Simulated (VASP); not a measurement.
VASP ran on this input.

**INCAR**
```
SYSTEM  =  InN
PREC  =  Accurate; ENCUT  =  520; LREAL  =  .False.
LASPH  =  .True.
EDIFF  =  1E-6; NELM  =  100; ALGO  =  Normal
LMAXMIX  =  4
ISMEAR  =  0; SIGMA  =  0.05
GGA  =  PS
IBRION  =  2; NSW  =  60; ISIF  =  3
EDIFFG  =  -0.01
LWAVE  =  .False.; LCHARG  =  .False.
```

**POSCAR**
```
InN
1
    3.4782900000     0.0000000000     0.0000000000
   -1.7391450000     3.0122880000     0.0000000000
    0.0000000000     0.0000000000     5.6807100000
In N
2 2
Direct
  0.3333330000   0.6666670000   0.0000000000
  0.6666670000   0.3333330000   0.5000000000
  0.3333330000   0.6666670000   0.3750000000
  0.6666670000   0.3333330000   0.8750000000
```

### KPOINTS
```
Automatic mesh
0
Gamma
  8 8 4
```

POTCAR, in this order: In_d N (PBE.64 set). Program: vasp_std.

### Question
Translate this PBEsol calculation to Ansatz.

### Answer
One equivalent input (not run):
Ansatz 0.2 input:
```yaml
crystal:
  lattice:
    - [3.4782900, 0.0000000, 0.0000000]
    - [-1.7391450, 3.0122880, 0.0000000]
    - [0.0000000, 0.0000000, 5.6807100]
  atoms:
    - { symbol: In, position: [0.3333330, 0.6666670, 0.0000000] }
    - { symbol: In, position: [0.6666670, 0.3333330, 0.5000000] }
    - { symbol: N, position: [0.3333330, 0.6666670, 0.3750000] }
    - { symbol: N, position: [0.6666670, 0.3333330, 0.8750000] }
kpoints:
  mp_grid: { grid: [8, 8, 4] }
hamiltonian:
  xc: pbesol
  pseudopotentials: { kind: paw }
scf:
  occupations: { method: gaussian, width: 0.05 }
  max_iter: 100
relax:
  max_steps: 60
  f_tol: 0.01
  cell: {}
output: { forces: true, stress: true, eigenvalues: true }
```
What does not carry over: each code has its own PAW files, so the cut-off isn't converted (ENCUT is set for VASP's; basis.ecutwfc is left out, and Ansatz then takes the one that its files recommend); Ansatz stops its SCF on the density residual and VASP on the energy change (EDIFF).

The structure was generated: InN was put into the wurtzite type (P6_3mc), which need not be its known phase. This run relaxes it. Symmetry was kept, so distortions that lower it aren't found.
